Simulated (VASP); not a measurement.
# TiSe2 (P-3m1) in VASP: single point with PBE

Aim: the single point of TiSe2 with PBE.

All numbers are computed with VASP 6.6.1; they aren't measurements. Logs are shortened: lines on timing, memory, paths and dates and some standing lists are left out, and cuts for length are marked.

## 1. The structure

It takes space group P-3m1 (No. 164, trigonal). The conventional cell has a = 3.539 Å, b = 3.539 Å, c = 6.708 Å, α = 90.00°, β = 90.00°, γ = 120.00°. Around Ti (site symmetry -3m) lie 6 Se at 2.56 Å. Se (site symmetry 3m) has 3 Ti at 2.56 Å as nearest neighbours.

The cell is a database's computed one.

## 2. Single point, PBE

Contents of INCAR:

```
SYSTEM = TiSe2
  PREC = Accurate
  ENCUT = 520
  EDIFF = 1E-6
  ISMEAR = 0
  SIGMA = 0.1
  LREAL = .False.
  LASPH = .True.
  NELM = 100
  ALGO = Fast
  ISIF = 2
  LWAVE = .False.
  LCHARG = .True.
  GGA = PE
  LELF = .True.
  LVHAR = .True.
  NBANDS = 19
```

Contents of KPOINTS:

```
regular mesh
0
Gamma
  15 15 8
  0 0 0
```

Contents of POSCAR:

```
TiSe2
1.0
    3.5393608186      0.0000000029      0.0000000000
   -1.7696804118      3.0651763806      0.0000000000
    0.0000000000      0.0000000000      6.7083742862
Ti Se
1 2
Direct
    0.0000000000      0.0000000000      0.0000000000
    0.3333333333      0.6666666667      0.2309279667
    0.6666666667      0.3333333333      0.7690720333
```

Potentials or basis: VASP PAW PBE potentials, release 64 (Ti_sv, Se).

Launch:

```bash
$ cat potpaw_PBE.64/Ti_sv/POTCAR potpaw_PBE.64/Se/POTCAR > POTCAR
$ mpirun -np 1 vasp_std > vasp.out
```

OUTCAR:

```text
SYSTEM = TiSe2
   PREC = Accurate
   ENCUT = 520
   EDIFF = 1E-6
   ISMEAR = 0
   LREAL = .False.
   LASPH = .True.
   NELM = 100
   ISIF = 2
   GGA = PE

 ion  position               nearest neighbor table
   1  0.000  0.000  0.000-   2 2.56   3 2.56   2 2.56   3 2.56   3 2.56   2 2.56
   2  0.333  0.667  0.231-   1 2.56   1 2.56   1 2.56
   3  0.667  0.333  0.769-   1 2.56   1 2.56   1 2.56

  LATTYP: Found a hexagonal cell.
 ALAT       =     3.5393608186
 C/A-ratio  =     1.8953632110

  Lattice vectors:

 A1 = (   3.5393608186,   0.0000000029,   0.0000000000)
 A2 = (  -1.7696804118,   3.0651763806,   0.0000000000)
 A3 = (   0.0000000000,   0.0000000000,   6.7083742862)

Analysis of symmetry for initial positions (statically):
=====================================================================
 Subroutine PRICEL returns:
 Original cell was already a primitive cell.

 Routine SETGRP: Setting up the symmetry group for a
 hexagonal supercell.

 Subroutine GETGRP returns: Found 12 space group operations
 (whereof 12 operations were pure point group operations)
 out of a pool of 24 trial point group operations.

The static configuration has the point symmetry D_3d.

Analysis of symmetry for dynamics (positions and initial velocities):
=====================================================================
 Subroutine PRICEL returns:
 Original cell was already a primitive cell.

 Routine SETGRP: Setting up the symmetry group for a
 hexagonal supercell.

 Subroutine GETGRP returns: Found 12 space group operations
 (whereof 12 operations were pure point group operations)
 out of a pool of 24 trial point group operations.

The dynamic configuration has the point symmetry D_3d.

 Subroutine INISYM returns: Found 12 space group operations
 (whereof 12 operations are pure point group operations),
 and found     1 'primitive' translations

----------------------------------------------------------------------------------------

                                     Primitive cell

  volume of cell :      72.7776

  direct lattice vectors                    reciprocal lattice vectors
     3.539360819  0.000000003  0.000000000     0.282536890  0.163122750  0.000000000
    -1.769680412  3.065176381  0.000000000    -0.000000000  0.326245500  0.000000000
     0.000000000  0.000000000  6.708374286     0.000000000  0.000000000  0.149067413

  length of vectors
     3.539360819  3.539360819  6.708374286     0.326245500  0.326245500  0.149067413

  position of ions in fractional coordinates (direct lattice)
     0.000000000  0.000000000  0.000000000
     0.333333333  0.666666667  0.230927967
     0.666666667  0.333333333  0.769072033

  ion indices of the primitive-cell ions
   primitive index   ion index
                 1           1
                 2           2
                 3           3

----------------------------------------------------------------------------------------

 KPOINTS: regular mesh

Automatic generation of k-mesh.
 Grid dimensions read from file:
 generate k-points for:   15   15    8

 Generating k-lattice:

  Cartesian coordinates                     Fractional coordinates (reciprocal lattice)
     0.018835793  0.010874850  0.000000000     0.066666667  0.000000000  0.000000000
    -0.000000000  0.021749700  0.000000000     0.000000000  0.066666667  0.000000000
     0.000000000  0.000000000  0.018633427     0.000000000  0.000000000  0.125000000

  Length of vectors
     0.021749700  0.021749700  0.018633427

  Shift w.r.t. Gamma in fractional coordinates (k-lattice)
     0.000000000  0.000000000  0.000000000

 Subroutine IBZKPT returns following result:
 ===========================================

 Found    192 irreducible k-points:

 Following reciprocal coordinates:
            Coordinates               Weight
  0.000000  0.000000  0.000000      1.000000
  0.066667  0.000000  0.000000      6.000000
  0.133333  0.000000  0.000000      6.000000
  0.200000  0.000000  0.000000      6.000000
  0.266667  0.000000  0.000000      6.000000
  0.333333  0.000000  0.000000      6.000000
[... 16 lines left out ...]
  0.333333  0.200000  0.000000     12.000000
  0.400000  0.200000  0.000000      6.000000
 [... further k-points ...]
   k-points           NKPTS =    192   k-points in BZ     NKDIM =    192   number of bands    NBANDS=     19
   number of dos      NEDOS =    301   number of ions     NIONS =      3
   total plane-waves  NPLWV =  39200
   dimension x,y,z NGX =    28 NGY =   28 NGZ =   50
   dimension x,y,z NGXF=    56 NGYF=   56 NGZF=  100
   ions per type =               1   2
   NGX,Y,Z   is equivalent  to a cutoff of  13.15, 13.15, 12.39 a.u.
   NGXF,Y,Z  is equivalent  to a cutoff of  26.30, 26.30, 24.78 a.u.
 SYSTEM =  TiSe2
   PREC   = accura    normal or accurate (medium, high low for compatibility)
   ISTART =      0    job   : 0-new  1-cont  2-samecut
   ICHARG =      2    charge: 1-file 2-atom 10-const
   ISPIN  =      1    spin polarized calculation?
   LNONCOLLINEAR =      F non collinear calculations
   LSORBIT =      F    spin-orbit coupling
   LASPH  =      T    aspherical Exc in radial PAW
   ENCUT  =  520.0 eV  38.22 Ry    6.18 a.u.   6.58  6.58 12.47*2*pi/ulx,y,z
   NELM   =    100;   NELMIN=  2; NELMDL= -5     # of ELM steps
   EDIFF  = 0.1E-05   stopping-criterion for ELM
   LREAL  =      F    real-space projection
   EDIFFG = 0.1E-04   stopping-criterion for IOM
   NSW    =      0    number of steps for IOM
   IBRION =     -1    ionic relax: 0-MD 1-quasi-New 2-CG
   NFREE  =      0    steps in history (QN), initial steepest desc. (CG)
   ISIF   =      2    stress and relaxation
   ISYM   =      2    0-nonsym 1-usesym 2-fastsym
   POTIM  = 0.5000    time-step for ionic-motion
   TEBEG  =    0.0;   TEEND  =   0.0 temperature during run
   PSTRESS=    0.0 pullay stress
   NELECT =      24.0000    total number of electrons
   NUPDOWN=      -1.0000    fix difference up-down
   EMIN   =  10.00;   EMAX   =-10.00  energy-range for DOS
   EFERMI =   0.00;   METHOD = LEGACY
   ISMEAR =     0;   SIGMA  =   0.10  broadening in eV -4-tet -1-fermi 0-gaus
   EFERMI_NEDOS =   21; number of points for ismear=-14 and -15
   IALGO  =     68    algorithm
   IMIX   =      4    mixing-type and parameters
     AMIX     =   0.40;   BMIX     =  1.00
     AMIX_MAG =   1.60;   BMIX_MAG =  1.00
  volume/ion in A,a.u.               =      24.26       163.71
  Fermi-wavevector in a.u.,A,eV,Ry     =   1.131044  2.137363 17.405387  1.279260
  Thomas-Fermi vector in A             =   2.267742
   LORBIT       =      0    0 simple, 1 ext, 2 COOP (PROOUT), +10 PAW based schemes
   GGA     = PE    functional components
   LHFCALC =     F    Hartree Fock is set to
   AEXX    =    0.0000 exact exchange contribution
   IVDW    =     0    specifies the selected vdW correction
   LEPSILON=     F    determine dielectric tensor
   LRPA    =     F    only Hartree local field effects (RPA)
 non-spin polarized calculation
 RMM-DIIS sequential band-by-band and
 Gauss-broadening in eV      SIGMA  =   0.10
  energy-cutoff  :      520.00
  volume of cell :       72.78
 maximum number of plane-waves:      2011
 NGX is ok and might be reduce to    28
   NGX = 13   NGY = 13   NGZ = 25

 number of electron      23.9999998 magnetization

 Free energy of the ion-electron system (eV)
  ---------------------------------------------------
  ext. energy  EPLUGINS =         0.00000000
  ---------------------------------------------------
  free energy    TOTEN  =       -18.20874201 eV

  energy without entropy =      -18.20445348  energy(sigma->0) =      -18.20659774

 E-fermi :   3.6742     XC(G=0):  -9.3035

 val. band max:        3.6588065609   @ k =  -0.0000   0.4000   0.2500
 cond. band min:       3.6831998756   @ k =   0.4667   0.0000   0.2500
 fundamental gap:      0.0243933147
 Fermi energy:         3.6741942138

 k-point     1 :       0.0000    0.0000    0.0000
  band No.  band energies     occupation
      1     -53.9837      2.00000
      2     -30.2024      2.00000
      3     -30.1913      2.00000
      4     -30.1913      2.00000
      5     -10.0008      2.00000
      6      -8.9532      2.00000
[... 11 lines left out ...]
     18       8.9376      0.00000
     19       9.5960      0.00000

 k-point     2 :       0.0667    0.0000    0.0000
  band No.  band energies     occupation
      1     -53.9834      2.00000
      2     -30.2016      2.00000
      3     -30.1950      2.00000
      4     -30.1921      2.00000
      5      -9.9541      2.00000
      6      -8.9330      2.00000
[... 11 lines left out ...]
     18       9.1912      0.00000
     19       9.9681      0.00000

 k-point     3 :       0.1333    0.0000    0.0000
  band No.  band energies     occupation
      1     -53.9825      2.00000
      2     -30.2055      2.00000
      3     -30.1993      2.00000
      4     -30.1945      2.00000
      5      -9.8181      2.00000
      6      -8.8752      2.00000
[... 11 lines left out ...]
     18       9.7598      0.00000
     19      10.6910      0.00000

 k-point     4 :       0.2000    0.0000    0.0000
  band No.  band energies     occupation
      1     -53.9812      2.00000
      2     -30.2208      2.00000
      3     -30.1980      2.00000
      4     -30.1960      2.00000
      5      -9.6051      2.00000
      6      -8.7879      2.00000
[... 11 lines left out ...]
     18      10.2877      0.00000
     19      11.0838      0.00000

 k-point     5 :       0.2667    0.0000    0.0000
  band No.  band energies     occupation
      1     -53.9797      2.00000
      2     -30.2384      2.00000
      3     -30.2020      2.00000
      4     -30.1922      2.00000
      5      -9.3376      2.00000
      6      -8.6851      2.00000
[... 11 lines left out ...]
     18      10.4080      0.00000
     19      11.1435      0.00000

 k-point     6 :       0.3333    0.0000    0.0000
  band No.  band energies     occupation
      1     -53.9783      2.00000
      2     -30.2551      2.00000
      3     -30.2058      2.00000
      4     -30.1886      2.00000
      5      -9.0505      2.00000
      6      -8.5867      2.00000
[... 11 lines left out ...]
     18      10.1172      0.00000
     19      10.6992      0.00000

 k-point     7 :       0.4000   -0.0000    0.0000
  band No.  band energies     occupation
      1     -53.9772      2.00000
      2     -30.2681      2.00000
      3     -30.2088      2.00000
      4     -30.1857      2.00000
      5      -8.7912      2.00000
      6      -8.5174      2.00000
[... 11 lines left out ...]
     18       9.8665      0.00000
     19      10.2016      0.00000

 k-point     8 :       0.4667    0.0000    0.0000
  band No.  band energies     occupation
      1     -53.9765      2.00000
      2     -30.2752      2.00000
      3     -30.2105      2.00000
      4     -30.1842      2.00000
      5      -8.6133      2.00000
      6      -8.5027      2.00000
[... 256 lines left out ...]
 k-point    20 :       0.4000    0.1333    0.0000
  band No.  band energies     occupation
      1     -53.9763      2.00000
      2     -30.2706      2.00000
      3     -30.2193      2.00000
      4     -30.1835      2.00000
      5      -8.5573      2.00000
      6      -8.4736      2.00000
[... 11 lines left out ...]
     18      10.1652      0.00000
     19      10.7809      0.00000

 k-point    21 :       0.2000    0.2000    0.0000
  band No.  band energies     occupation
      1     -53.9779      2.00000
      2     -30.2513      2.00000
      3     -30.2147      2.00000
      4     -30.1877      2.00000
      5      -8.9860      2.00000
      6      -8.5585      2.00000
[... 11 lines left out ...]
     18      10.8237      0.00000
     19      11.9614      0.00000

 k-point    22 :       0.2667    0.2000    0.0000
  band No.  band energies     occupation
      1     -53.9769      2.00000
      2     -30.2591      2.00000
      3     -30.2219      2.00000
      4     -30.1850      2.00000
      5      -8.7488      2.00000
      6      -8.4846      2.00000
[... 11 lines left out ...]
     18      10.3903      0.00000
     19      11.9128      0.00000

 k-point    23 :       0.3333    0.2000    0.0000
  band No.  band energies     occupation
      1     -53.9762      2.00000
      2     -30.2641      2.00000
      3     -30.2272      2.00000
      4     -30.1833      2.00000
      5      -8.5641      2.00000
      6      -8.4439      2.00000
[... 11 lines left out ...]
     18      10.0851      0.00000
     19      11.5657      0.00000

 k-point    24 :       0.4000    0.2000    0.0000
  band No.  band energies     occupation
      1     -53.9759      2.00000
      2     -30.2657      2.00000
      3     -30.2292      2.00000
      4     -30.1826      2.00000
      5      -8.4704      2.00000
      6      -8.4546      2.00000
[... 11 lines left out ...]
     18       9.9873      0.00000
     19      11.4957      0.00000

 [... further k-points ...]

------------------------ aborting loop because EDIFF is reached ----------------------------------------

  FORCE on cell =-STRESS in cart. coord.  units (eV):
  Direction    XX          YY          ZZ          XY          YZ          ZX
  --------------------------------------------------------------------------------------
  -------------------------------------------------------------------------------------
  Total        0.0361097      0.0361097      0.0585287      0.0000000      0.0000000     -0.0000000
  in kB        0.7949447      0.7949447      1.2884927      0.0000000      0.0000000     -0.0000000
  external PRESSURE =       0.9594607 kB  Pullay stress =       0.0000000 kB

 VOLUME and BASIS-vectors are now :
 -----------------------------------------------------------------------------
  energy-cutoff  :      520.00
  volume of cell :       72.78
      direct lattice vectors                 reciprocal lattice vectors
     3.539360819  0.000000003  0.000000000     0.282536890  0.163122750  0.000000000
    -1.769680412  3.065176381  0.000000000    -0.000000000  0.326245500  0.000000000
     0.000000000  0.000000000  6.708374286     0.000000000  0.000000000  0.149067413

 POSITION                                       TOTAL-FORCE (eV/Angst)
 -----------------------------------------------------------------------------------
      0.00000      0.00000      0.00000         0.000000     -0.000000      0.000000
     -0.00000      2.04345      1.54915         0.000000     -0.000000      0.016732
      1.76968      1.02173      5.15922        -0.000000      0.000000     -0.016732
 -----------------------------------------------------------------------------------
    total drift:                                0.000000      0.000000      0.000000

  FREE ENERGIE OF THE ION-ELECTRON SYSTEM (eV)
  ---------------------------------------------------
  free  energy   TOTEN  =       -18.2087420067 eV

  energy  without entropy=      -18.2044534757  energy(sigma->0) =      -18.20659774
```

Run time: 6.1 min. Hardware: 1 thread of AMD EPYC 7R13 (Zen 3), shared host; peak memory 0.35 GiB.

What came out:

| Item | Value |
| --- | --- |
| Free energy | -18.2087 eV |
| Pressure | 0.1 GPa |
| Largest force | 0.017 eV/Å |
| Band gap on the k mesh | none (metal or under the smearing width) |

Forces on the atoms (eV/Å):
```
Ti   0.000  0.000  0.000
Se   0.000  0.000  0.017
Se   0.000  0.000 -0.017
```

Levels at points of the mesh, in eV from the Fermi level:
```csv
k point,band 10,band 11,band 12,band 13,band 14,band 15
"(0.00, 0.00, 0.00)",-0.58,0.46,0.46,0.49,0.49,0.64
"(0.00, 0.00, 0.50)",-2.09,0.43,0.43,0.45,0.45,1.05
```

Caveat: this functional lacks dispersion, which binds the layers, so the pressure and a relaxed spacing across them are unreliable.
